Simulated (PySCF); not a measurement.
Species: acetone, C₃H₆O.
Z-matrix (Å and degrees, GFN2-xTB geometry), rows numbered from 1:
```
C 
C   1  1.5089
C   2  1.5092  1  114.31
O   2  1.2035  1  122.86  3  -179.75
H   1  1.0886  2  109.02  3   -69.55
H   1  1.0872  2  110.40  3    49.01
H   1  1.0866  2  110.32  3   170.85
H   3  1.0867  2  110.29  1   166.18
H   3  1.0867  2  110.76  1    43.92
H   3  1.0891  2  108.74  1   -74.73
```

Theory: PySCF 2.14.0, density-fitted response routines, TDDFT wB97X-D/def2-SVPD, vertical, gas phase, core orbitals frozen in the response.

Frontier orbitals with the atoms that hold most of them (Löwdin shares over 4%, at most four atoms; ? is withheld):

```json
{"orbital": "HOMO-3", "ε (eV)": "-13.31", "atoms": "O4 29%, C3 16%, C1 16%, C2 13%"}
{"orbital": "HOMO-2", "ε (eV)": "-12.71", "atoms": "C1 25%, C3 25%, H7 14%, H8 13%"}
{"orbital": "HOMO-1", "ε (eV)": "-12.07", "atoms": "?"}
{"orbital": "HOMO", "ε (eV)": "-9.23", "atoms": "O4 62%, C2 12%, C1 10%, C3 10%"}
{"orbital": "LUMO", "ε (eV)": "1.45", "atoms": "?"}
{"orbital": "LUMO+1", "ε (eV)": "2.20", "atoms": "C1 22%, C3 22%, C2 12%, H9 9%"}
{"orbital": "LUMO+2", "ε (eV)": "3.28", "atoms": "C3 19%, C1 19%, H8 10%, H7 10%"}
```

Task: Which atoms hold the LUMO, and with what shares?

Result: C2 (bonded to 2 C and O) 39%; O4 (bonded to C) 33%; C3 (bonded to C and 3 H) 7%; C1 (bonded to C and 3 H) 7%. By element: carbon 53%, oxygen 33%.

Task: Which atoms hold the HOMO-1, and with what shares?

Result: O4 (bonded to C) 51%; C2 (bonded to 2 C and O) 20%; C3 (bonded to C and 3 H) 8%; C1 (bonded to C and 3 H) 8%. By element: oxygen 51%, carbon 35%.

Task: How does S1 compare with the orbital gap of 10.68 eV?

Result: S1 is at 4.55 eV (f = 0.0000), 6.14 eV below the gap, made of HOMO→LUMO (98%). Without the coupling terms of the response equations the lowest excitation would equal the gap.

Task: One configuration dominates each of S1, S2 and S5. Which, and how do the shares of the two leading atoms of either orbital change from the occupied to the empty one?

Result: 
- S1 (4.55 eV, f 0.0000), HOMO→LUMO (98%): O4 62% → 33%, C2 12% → 39%; low, almost dark, from the terminal oxygen into the C=O bond, the pattern of n→π*
- S2 (7.25 eV, f 0.032), HOMO→LUMO+1 (90%): O4 62% → at most 10%, C2 12% → 12%, C1 10% → 22%, C3 10% → 22%
- S5 (8.77 eV, f 0.0003), HOMO-2→LUMO (90%): C1 25% → 7%, C3 25% → 7%, C2 at most 14% → 39%, O4 at most 14% → 33%

Orbitals of the list HOMO-3 to LUMO+2 that lie within 0.01 eV of each other are written together with a slash and their weights summed (≥ marks a lower bound); for degenerate orbitals outside that list single weights are arbitrary.

Hardware: one thread of an Arm Neoverse V2, shared host. Cost: 9.7 s wall.
